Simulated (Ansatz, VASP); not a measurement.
This is a calculation of Pt for Ansatz 0.2.0.

input.yaml

```yaml
crystal:
  lattice:
    - [0.0, 1.9609, 1.9609]
    - [1.9609, 0.0, 1.9609]
    - [1.9609, 1.9609, 0.0]
  atoms:
    - { symbol: Pt, position: [0.0, 0.0, 0.0] }
hamiltonian:
  xc: pbe
  pseudopotentials: { kind: paw }
kpoints:
  mp_grid: { grid: [12, 12, 12] }
scf:
  occupations: { method: gaussian, width: 0.018 }
output:
  forces: true
  stress: true
  eigenvalues: true
```

Potentials or basis: Ansatz PAW.

Run with:

```console
$ ansatz run input.yaml --threads 2 --pin off --max-ram 5632MiB --backend cpu --events-out ev --progress --plain --runs-dir out
```

Q: Set up the same calculation for VASP 6.6.1. Potentials there: VASP PAW PBE potentials, release 64 (Pt).

A: As run (the cutoff follows the program's own potentials):

The input INCAR:

```
SYSTEM = Pt
PREC = Accurate
ENCUT = 520
EDIFF = 1E-6
ISMEAR = 0
SIGMA = 0.018000000000000002
LREAL = .False.
LASPH = .True.
NELM = 80
ALGO = Normal
ISIF = 2
LWAVE = .False.
LCHARG = .True.
GGA = PE
LELF = .True.
LVHAR = .True.
NBANDS = 11
```

The input KPOINTS:

```
regular mesh
0
Gamma
  12 12 12
  0 0 0
```

The input POSCAR:

```
Pt
1.0
    0.0000000000      1.9609000000      1.9609000000
    1.9609000000      0.0000000000      1.9609000000
    1.9609000000      1.9609000000      0.0000000000
Pt
1
Direct
    0.0000000000      0.0000000000      0.0000000000
```

Potentials or basis: VASP PAW PBE potentials, release 64 (Pt).

The run is started by

```console
$ cat potpaw_PBE.64/Pt/POTCAR > POTCAR
$ mpirun -np 1 vasp_std > vasp.out
```

Both were run:

|  | VASP | Ansatz | Ansatz less VASP |
| --- | --- | --- | --- |
| gap on the k mesh at the Fermi level (eV) | none | none | - |
| pressure (GPa) | 9.7 | 10.2 | +0.52 |

A gap of «none» marks a metal or a gap that the smearing closes. With one functional, cell and mesh, what is left measures potentials, basis and numerics. The two sets of potentials don't hold the same shells in valence.

The runs have no spin-orbit coupling, so splittings on Pt are missing.
